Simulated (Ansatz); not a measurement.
# BN: the cost of one run

Computed with Ansatz 0.2.0 (DFT PBEsol, scalar-relativistic, plane waves, PAW, unless a step's input says otherwise).

## (1) The structure to begin with

The structure is trigonal, space group R3m (No. 160). The conventional cell has a = 2.502 Å, b = 2.502 Å, c = 10.119 Å, α = 90.00°, β = 90.00°, γ = 120.00°. B (site symmetry 3m) has 3 N at 1.44 Å as nearest neighbours. Around N (site symmetry 3m) lie 3 B at 1.44 Å.

Structure file:

```cif
data_structure
_symmetry_space_group_name_H-M 'R3m:H'
_symmetry_Int_Tables_number 160
_cell_length_a 2.5022
_cell_length_b 2.5022
_cell_length_c 10.1188
_cell_angle_alpha 90.000
_cell_angle_beta 90.000
_cell_angle_gamma 120.000
_cell_volume 54.87
loop_
_atom_site_label
_atom_site_type_symbol
_atom_site_symmetry_multiplicity
_atom_site_Wyckoff_symbol
_atom_site_fract_x
_atom_site_fract_y
_atom_site_fract_z
_atom_site_occupancy
B1 B 3 a 0.00000 0.00000 0.00033 1
N1 N 3 a 0.66667 0.33333 0.00057 1
```

Source of the structure: the Materials Project (structure only).

## (2) A first look at the start

Input file input.yaml:

```yaml
crystal:
  lattice:
    - [1.2511217832, 0.7223354983, 3.3729344033]
    - [-1.2511217832, 0.7223354983, 3.3729344033]
    - [0.0, -1.4446709967, 3.3729344033]
  atoms:
    - { symbol: B, position: [0.9996712, 0.9996712, 0.9996712] }
    - { symbol: "N", position: [0.3327618, 0.3327618, 0.3327618] }
basis:
  ecutwfc: 420
kpoints:
  mp_grid: { grid: [9, 9, 9] }
hamiltonian:
  xc: pbesol
scf:
  occupations: { method: gaussian, width: 0.1 }
output:
  forces: true
  stress: true
  eigenvalues: true
```

**Question.** How long does this run take on 1 thread of an x86-64 CPU, shared host, and how much memory does it need?

About 1.1 s, with a peak of 0.33 GiB.
